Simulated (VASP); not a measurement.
Data:

```
CELL_PARAMETERS angstrom
      1.81632    -3.14595     0.00000
      1.81632     3.14595     0.00000
      0.00000     0.00000     3.86620
ATOMIC_POSITIONS crystal
  Li 0.33333 0.66667 0.00000
  Li 0.66667 0.33333 0.00000
  Li 0.00000 0.00000 0.50000
  N  0.00000 0.00000 0.00000
```

Level of theory: PBE GGA, VASP's PBE PAW potentials (set 64) (plane waves; VASP). Run with 520 eV cut-off, 8×8×7 Γ-centred mesh, tetrahedra with Blöchl corrections, potentials Li_sv N.

The cores are frozen, which limits the accuracy of field gradients.

Problem. Give the principal components of the electric field gradient (V/Å²) and the asymmetry η at each nucleus.

Solution. 
| atom | Vxx | Vyy | Vzz | η |
|---|---|---|---|---|
| Li1 | -1.0 | -1.0 | 2.0 | 0.00 |
| Li2 | -1.0 | -1.0 | 2.0 | 0.00 |
| Li3 | 2.1 | 2.1 | -4.2 | 0.00 |
| N4 | -5.8 | -5.8 | 11.5 | 0.00 |

The compound is Li3N in the alpha structure. It was relaxed first.
